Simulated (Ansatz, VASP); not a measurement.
# Cross-check of InP (InP(110)) between VASP and Ansatz, part 2 of 3

Wanted: the spread between two codes on one cell, functional and k mesh.  The structure shown is the end of the VASP relaxation below.

VASP 6.6.1 and Ansatz 0.2.0.

So far: The structure; VASP: relaxation, PBE.

### 3. Ansatz: single point, PBE

Level of this step: Ansatz beside VASP: Kohn-Sham DFT, plane waves, PBE (Ansatz).

Ansatz runs on its default PAW (the set named soft_2) files.

The same cell, functional, mesh and smearing now go to Ansatz, which takes its cutoff from its data sets.

File input.yaml:

```yaml
crystal:
  lattice:
    - [4.07211211, 0.0, 0.0]
    - [0.0, 5.75883617, 0.0]
    - [0.0, 0.0, 33.53467573]
  atoms:
    - { symbol: In, position: [0.0, 0.05015925, 0.25124026] }
    - { symbol: In, position: [0.5, 0.47622247, 0.29973935] }
    - { symbol: In, position: [0.0, 0.98426176, 0.37074045] }
    - { symbol: In, position: [0.5, 0.48137967, 0.43368143] }
    - { symbol: In, position: [0.0, 0.98609882, 0.5] }
    - { symbol: In, position: [0.5, 0.48137967, 0.56631857] }
    - { symbol: In, position: [0.0, 0.98426176, 0.62925955] }
    - { symbol: In, position: [0.5, 0.47622247, 0.70026065] }
    - { symbol: In, position: [0.0, 0.05015925, 0.74875974] }
    - { symbol: P, position: [0.0, 0.74171598, 0.30551502] }
    - { symbol: P, position: [0.5, 0.27741372, 0.22988514] }
    - { symbol: P, position: [0.0, 0.74544587, 0.43526123] }
    - { symbol: P, position: [0.5, 0.25029038, 0.36757734] }
    - { symbol: P, position: [0.0, 0.74544587, 0.56473877] }
    - { symbol: P, position: [0.5, 0.25012299, 0.5] }
    - { symbol: P, position: [0.0, 0.74171598, 0.69448498] }
    - { symbol: P, position: [0.5, 0.25029038, 0.63242266] }
    - { symbol: P, position: [0.5, 0.27741372, 0.77011486] }
hamiltonian:
  xc: pbe
  pseudopotentials: { kind: paw }
kpoints:
  mp_grid: { grid: [6, 4, 1] }
scf:
  occupations: { method: gaussian, width: 0.03 }
  n_extra_bands: 8
efield:
  axis: 3
  dipole_correction: true
  ramp_width: 0.04
output:
  forces: true
  eigenvalues: true
```

The run is started by

```console
> ansatz run input.yaml --threads 8 --pin off --max-ram 18432MiB --backend cpu --events-out ev --progress --plain --runs-dir out
```

Numbers of over 12 decimals in the logs are rounded to 6 here.

What it wrote:

```text
scf.n_extra_bands = 8 over 81 filled bands (N_el = 162.0): the run solves 89 bands
Engine: ansatz 0.2.0, aarch64-unknown-linux-gnu
Pseudopotentials: kind: paw
Pseudopotential: In, paw, valence charge 13, recommended cutoff 420 eV (normal), In.paw.azcp
Pseudopotential: P, paw, valence charge 5, recommended cutoff 420 eV (normal), P.paw.azcp
Functional definition: PBE
  parameter kappa = 0.804
  parameter beta = 0.066725
  exchange = pbe_x(kappa = kappa, mu = beta*pi^2/3)
  correlation = pbe_c(beta = beta)
Crystal: 18 atoms, lattice volume = 786.409 Å³
Basis set: ecut = 420 eV, 15391 PW (Γ), exchange–correlation on 60×80×450 points (8 copies of the dense FFT grid, shifted against one another)
Bands: 89, of which v1, the nominal top of the filled ones, is band 81 counted from 1 (80 counted from 0)
Symmetry: 2 space group operations
k-points: 12 of 24 (time reversal used)
Non-local potential: In, projectors of the file, l = 0: 2, l = 1: 2, l = 2: 2, l = 3: 2
Non-local potential: P, projectors of the file, l = 0: 2, l = 1: 2, l = 2: 2
PAW form: soft (Blöchl's): semilocal exchange-correlation on the pseudo side does not see the compensation charge
PAW one-centre angular grid: In, 590 points (default); XC on 64 Gauss nodes
PAW one-centre angular grid: P, 110 points (default); XC on 64 Gauss nodes
Initial density: superposition of atomic densities (neutral atoms: chi_scale 0, normalization atom), corrected by the library's trained network
Initial wavefunctions: pseudopotential atomic-orbital guess
Functional: x = pbe(κ = 0.804, μ = 0.219515), c = pbe(β = 0.066725)
SCF iter   1: F=—  HF=-57183.889357 eV  |F-HF|=—  |Δ(HF+E_count)|=         —  Δρ=1.49e-3  dr2=4.51e-2  ethr=1.77e-3  p=0.000 e·Å  D=9.50e-14 V/Å  ΔV_dip=-0.00 eV  dr2_dipole=2.06e-9  V_vac-E_F(+/−)=4.55/4.55 eV  ⟨swp⟩=8.8  Hψ=5309  notcnv=0  defer=1
efield: sawtooth ramp at fractional position 0.9800 (placed from the atoms, in the widest stretch of the axis that holds none; the zero of the levels goes with the place), width 0.0400; the density the first Hamiltonian is built on has a dipole p = 0.000 e·Å; the dipole correction subtracts the counter field D = 9.50e-14 V/Å, which shifts the + side's vacuum level by -0.00 eV against the − side's; the planar-averaged density in the ramp window peaks in size at 1.5e-5 e/Å³
preconditioner: auto → Resta (q_TF=auto, 2.097 Å⁻¹)  ε∞=2.9  [insulator: Δε(μ)=0.652 eV  Ē_g=12.107 eV  σ=0.030 eV  W_gap=1.00  n_scr=126 (ndim 8)  ℏωp=16.9 eV  f_vac=0.392  D(μ)=0.00/eV (n_scr^D=0)  ε∞_Penn≈2.9  vacuum switching on, ρ_ref=1.1e-2 e/Å³]
SCF iter   2: F=—  HF=-57183.885369 eV  |F-HF|=—  |Δ(HF+E_count)|=   3.99e-3  Δρ=7.75e-4  dr2=2.55e-2  ethr=2.79e-5  p=-0.000 e·Å  D=-1.66e-6 V/Å  ΔV_dip=0.00 eV  dr2_dipole=7.65e-9  V_vac-E_F(+/−)=4.64/4.64 eV  ⟨swp⟩=3.2  Hψ=2333  notcnv=0  defer=32
SCF iter   3: F=—  HF=-57183.884139 eV  |F-HF|=—  |Δ(HF+E_count)|=   1.23e-3  Δρ=4.73e-4  dr2=6.91e-3  ethr=1.57e-5  p=0.000 e·Å  D=4.10e-6 V/Å  ΔV_dip=-0.00 eV  dr2_dipole=3.67e-9  V_vac-E_F(+/−)=4.52/4.52 eV  ⟨swp⟩=2.6  Hψ=1329  notcnv=0  defer=32
SCF iter   4: F=—  HF=-57183.884360 eV  |F-HF|=—  |Δ(HF+E_count)|=   2.21e-4  Δρ=2.55e-4  dr2=1.60e-3  ethr=4.26e-6  p=-0.000 e·Å  D=-2.10e-6 V/Å  ΔV_dip=0.00 eV  dr2_dipole=1.18e-9  V_vac-E_F(+/−)=4.53/4.53 eV  ⟨swp⟩=2.0  Hψ=1201  notcnv=0  defer=32
SCF iter   5: F=—  HF=-57183.884455 eV  |F-HF|=—  |Δ(HF+E_count)|=   9.55e-5  Δρ=9.79e-5  dr2=2.14e-4  ethr=9.85e-7  p=0.000 e·Å  D=3.47e-6 V/Å  ΔV_dip=-0.00 eV  dr2_dipole=4.32e-9  V_vac-E_F(+/−)=4.52/4.52 eV  ⟨swp⟩=2.0  Hψ=1280  notcnv=0  defer=32
SCF iter   6: F=—  HF=-57183.884523 eV  |F-HF|=—  |Δ(HF+E_count)|=   6.74e-5  Δρ=2.78e-5  dr2=8.70e-6  ethr=1.32e-7  p=-0.000 e·Å  D=-7.30e-6 V/Å  ΔV_dip=0.00 eV  dr2_dipole=1.70e-8  V_vac-E_F(+/−)=4.52/4.52 eV  ⟨swp⟩=2.1  Hψ=1464  notcnv=0  defer=32
SCF iter   7: F=—  HF=-57183.884501 eV  |F-HF|=—  |Δ(HF+E_count)|=   2.19e-5  Δρ=8.43e-6  dr2=1.07e-6  ethr=5.37e-9  p=0.000 e·Å  D=2.08e-5 V/Å  ΔV_dip=-0.00 eV  dr2_dipole=1.47e-7  V_vac-E_F(+/−)=4.52/4.52 eV  ⟨swp⟩=2.1  Hψ=1996  notcnv=0  defer=32
SCF iter   8: F=—  HF=-57183.884502 eV  |F-HF|=—  |Δ(HF+E_count)|=   1.26e-6  Δρ=3.52e-6  dr2=7.56e-7  ethr=6.58e-10  p=-0.000 e·Å  D=-4.95e-5 V/Å  ΔV_dip=0.00 eV  dr2_dipole=7.98e-7  V_vac-E_F(+/−)=4.52/4.52 eV  ⟨swp⟩=3.1  Hψ=2117  notcnv=0  defer=32
SCF iter   9: F=—  HF=-57183.884502 eV  |F-HF|=—  |Δ(HF+E_count)|=   3.03e-8  Δρ=1.91e-6  dr2=1.31e-7  ethr=4.67e-10  p=0.000 e·Å  D=1.89e-5 V/Å  ΔV_dip=-0.00 eV  dr2_dipole=1.16e-7  V_vac-E_F(+/−)=4.52/4.52 eV  ⟨swp⟩=2.0  Hψ=1264  notcnv=0  defer=32
SCF iter  10: F=-57183.884502 eV  HF=-57183.884502 eV  |F-HF|=3.48e-9  |Δ(HF+E_count)|=   1.97e-8  Δρ=8.09e-7  dr2=1.00e-8  ethr=6.17e-11  p=0.000 e·Å  D=2.58e-6 V/Å  ΔV_dip=-0.00 eV  dr2_dipole=2.07e-9  V_vac-E_F(+/−)=4.52/4.52 eV  ⟨swp⟩=11.8  Hψ=4853  notcnv=0
SCF 1 converged in 10 iterations: F = -57183.884502 eV  dr2 = 1.00e-8
  greatest PAW one-centre occupation: 0.982 electrons in one spin orbital (limit 2), on the In atom at site 0 (counted from 0), in its partial waves of l = 2
SCF converged after 10 iterations
Free energy (F): -57183.884502 eV
Harris-Foulkes:  -57183.884502 eV  (|F-HF|=3.48e-9)
Internal energy: -57183.884502 eV  (E = F + TS)
E sigma→0 (E₀):  -57183.884502 eV
Fermi energy:    2.419098 eV
Dipole field:    D = -0.000028 V/Å  (p = -0.000123 e·Å, saw-weighted, corrected)
Work function:   Φ+ = 4.5211 eV   Φ− = 4.5201 eV
Levels:          The Fermi level and band energies are counted from a zero that moves with the ramp; work functions are not
--- Per-component energies (eV) ---
  E_band       = -1281.086000
  E_kinetic    = 2809.981033
  E_local      = -112293.585086  (includes V_loc(G=0)·N_el)
  E_nonlocal   = 3611.812266
  E_hartree    = 54414.321222
  E_xc         = -2484.429010
  E_vxc        = -1431.771390  (∫ρ·V_xc dr)
  E_paw        = -42523.678601  (= ΣΔE_a)
  E_vpaw       = -2806.159930  (= ΣTr[D̂ρ^β])
  E_aug_tail   = 0.000261  (compensation charges beyond the density's cutoff)
  E_efield     = 0.000000  (sawtooth field / dipole correction)
  E_vefield    = 0.000000  (∫n·V_field dr)
  E_ewald      = 39281.693413
  E_smearing   = -0.000000  (= −TS)
  E_closure    = 0.000000  (closes the sum)
  Σ components = -57183.884502   (vs F -57183.884502, Δ=0.00e0)
--- Forces (eV/Å), atoms counted from 1 ---
  atom   1  In     0.00000000     0.06262623     0.03609297
  atom   2  In     0.00000000     0.07418746     0.04179395
  atom   3  In     0.00000000     0.03531690    -0.03493271
  atom   4  In     0.00000000     0.04602938     0.01831853
  atom   5  In     0.00000000     0.00711693    -0.00000584
  atom   6  In     0.00000000     0.04603530    -0.01833523
  atom   7  In     0.00000000     0.03532186     0.03490949
  atom   8  In     0.00000000     0.07418542    -0.04181690
  atom   9  In     0.00000000     0.06261535    -0.03610049
  atom  10  P      0.00000000     0.00170082    -0.01836199
  atom  11  P      0.00000000    -0.09383805     0.18048656
  atom  12  P      0.00000000    -0.01580728    -0.01724900
  atom  13  P      0.00000000    -0.07945622     0.04148978
  atom  14  P      0.00000000    -0.01580991     0.01726495
  atom  15  P      0.00000000    -0.06862757     0.00000503
  atom  16  P      0.00000000     0.00170274     0.01839520
  atom  17  P      0.00000000    -0.07945826    -0.04145677
  atom  18  P      0.00000000    -0.09384088    -0.18047573
  max |Σ_I F_I| component: 2.18e-5 eV/Å
--- Band table (eV; the first three rows and the last of 12) ---
  k-point 0: bands = [... 77 lower, 1.7187, 1.7893, 1.9825, 2.0800, 2.7582, 3.3085, 3.3617, 3.9329, ... 4 higher]
  k-point 1: bands = [... 77 lower, 1.4705, 1.5646, 1.6403, 1.6568, 3.4907, 3.7165, 3.8049, 3.8224, ... 4 higher]
  k-point 2: bands = [... 77 lower, 1.1306, 1.1544, 1.2154, 1.2354, 3.6433, 3.7597, 3.8022, 3.9823, ... 4 higher]
  k-point 11: bands = [... 77 lower, 0.7444, 0.8060, 1.0676, 1.1472, 2.9456, 3.3505, 3.3652, 4.2762, ... 4 higher]
```

It took 31 s on 8 threads of Arm Neoverse N1, shared host; peak memory 2.9 GiB.

### 4. Comparison

Known differences besides the PAW data sets themselves: the data sets hold 162 valence electrons in Ansatz (default PAW (the set named soft_2) files) and 72 in VASP; the cutoff is 420 eV in Ansatz and 320 eV in VASP (PREC = Normal, projectors in real space); VASP leaves aspherical gradient terms in its spheres out (LASPH is not set), Ansatz keeps them. Total energies have different zeros and are not compared.

Both answers:

```
              quantity  Ansatz   VASP  difference
gap on the k mesh (eV)   0.678  0.711      -0.033
```

At this near-relaxed geometry the largest component of a force difference is 179 meV/Å.

### 5. Looking for the cause

The difference is large enough to ask for its cause, so further runs change the set-up of one program at a time, as the table lists.

```
                                       run  r.m.s. force difference (meV/Å)
                                  as above                               48
   Ansatz's larger PAW set (cutoff 620 eV)                               48
norm-conserving potentials (cutoff 952 eV)                               45
```

### 6. Ansatz: band structure, PBE

The same path points are solved in both programs, so levels can be compared one by one.

File input.yaml:

```yaml
crystal:
  lattice:
    - [4.0721121061, 0.0, 0.0]
    - [0.0, 5.758836168, 0.0]
    - [0.0, 0.0, 33.5346757296]
  atoms:
    - { symbol: In, position: [0.0, 0.0501592474, 0.251240257] }
    - { symbol: In, position: [0.5, 0.476222469, 0.299739351] }
    - { symbol: In, position: [0.0, 0.9842617602, 0.3707404455] }
    - { symbol: In, position: [0.5, 0.4813796668, 0.4336814281] }
    - { symbol: In, position: [0.0, 0.9860988244, 0.5] }
    - { symbol: In, position: [0.5, 0.4813796668, 0.5663185719] }
    - { symbol: In, position: [0.0, 0.9842617602, 0.6292595545] }
    - { symbol: In, position: [0.5, 0.476222469, 0.700260649] }
    - { symbol: In, position: [0.0, 0.0501592474, 0.748759743] }
    - { symbol: P, position: [0.0, 0.741715975, 0.3055150199] }
    - { symbol: P, position: [0.5, 0.2774137225, 0.2298851357] }
    - { symbol: P, position: [0.0, 0.7454458686, 0.4352612338] }
    - { symbol: P, position: [0.5, 0.2502903846, 0.3675773438] }
    - { symbol: P, position: [0.0, 0.7454458686, 0.5647387662] }
    - { symbol: P, position: [0.5, 0.2501229871, 0.5] }
    - { symbol: P, position: [0.0, 0.741715975, 0.6944849801] }
    - { symbol: P, position: [0.5, 0.2502903846, 0.6324226562] }
    - { symbol: P, position: [0.5, 0.2774137225, 0.7701148643] }
hamiltonian:
  xc: pbe
  pseudopotentials: { kind: paw }
kpoints:
  mp_grid: { grid: [6, 4, 1] }
  band_path:
    path:
      - [0.0, 0.0, 0.0]
      - [0.07692, 0.0, 0.0]
      - [0.15385, 0.0, 0.0]
      - [0.26923, 0.0, 0.0]
      - [0.34615, 0.0, 0.0]
      - [0.42308, 0.0, 0.0]
      - [0.5, 0.0, 0.0]
      - [0.5, 0.07692, 0.0]
      - [0.5, 0.19231, 0.0]
      - [0.5, 0.26923, 0.0]
      - [0.5, 0.34615, 0.0]
      - [0.5, 0.46154, 0.0]
      - [0.5, 0.5, 0.0]
      - [0.42308, 0.5, 0.0]
      - [0.30769, 0.5, 0.0]
      - [0.23077, 0.5, 0.0]
      - [0.11538, 0.5, 0.0]
      - [0.03846, 0.5, 0.0]
      - [0.0, 0.5, 0.0]
      - [0.0, 0.38462, 0.0]
      - [0.0, 0.30769, 0.0]
      - [0.0, 0.23077, 0.0]
      - [0.0, 0.11538, 0.0]
      - [0.0, 0.03846, 0.0]
      - [0.03846, 0.03846, 0.0]
      - [0.11538, 0.11538, 0.0]
      - [0.19231, 0.19231, 0.0]
      - [0.30769, 0.30769, 0.0]
      - [0.38462, 0.38462, 0.0]
      - [0.5, 0.5, 0.0]
    npoints: 1
scf:
  occupations: { method: gaussian, width: 0.03 }
  n_extra_bands: 15
efield:
  axis: 3
  dipole_correction: true
  ramp_width: 0.04
output:
  forces: true
  eigenvalues: true
```

What it wrote:

```text
[...]
Crystal: 18 atoms, lattice volume = 786.409 Å³
Basis set: ecut = 420 eV, 15391 PW (Γ), exchange–correlation on 60×80×450 points (8 copies of the dense FFT grid, shifted against one another)
Bands: 96, of which v1, the nominal top of the filled ones, is band 81 counted from 1 (80 counted from 0)
Symmetry: 2 space group operations
[...]
k-point 0: bands = [... 77 lower, 1.7188, 1.7893, 1.9826, 2.0800, 2.7582, 3.3085, 3.3617, 3.9329, ... 11 higher]
  k-point 1: bands = [... 77 lower, 1.4705, 1.5646, 1.6403, 1.6568, 3.4908, 3.7165, 3.8049, 3.8224, ... 11 higher]
  k-point 2: bands = [... 77 lower, 1.1306, 1.1544, 1.2154, 1.2355, 3.6433, 3.7597, 3.8022, 3.9823, ... 11 higher]
  k-point 11: bands = [... 77 lower, 0.7444, 0.8061, 1.0676, 1.1472, 2.9456, 3.3505, 3.3653, 4.2762, ... 11 higher]
[key lines of the parts left out:]
SCF converged after 9 iterations
Free energy (F): -57183.884502 eV
Fermi energy:    2.419141 eV
Dipole field:    D = -0.000029 V/Å  (p = -0.000126 e·Å, saw-weighted, corrected)
Work function:   Φ+ = 4.5212 eV   Φ− = 4.5202 eV
```

Wall time 72 s (8 threads); peak memory 4 GiB; 9.5 min of CPU time.

(Part 2 of 3 ends here.)

[Lines on the potential files, build, host, timing and source positions are cut from VASP's logs without a mark.]

[Logs are printed without paths, hosts, clocks, repeated set-up lines and the standing remarks that a program may print on its own settings, such as how far it seeks lower states.]

[Hosts, paths, dates, database ids (printed as entryN), source tags and the programs' standing remarks are cut or masked in the printed files.]
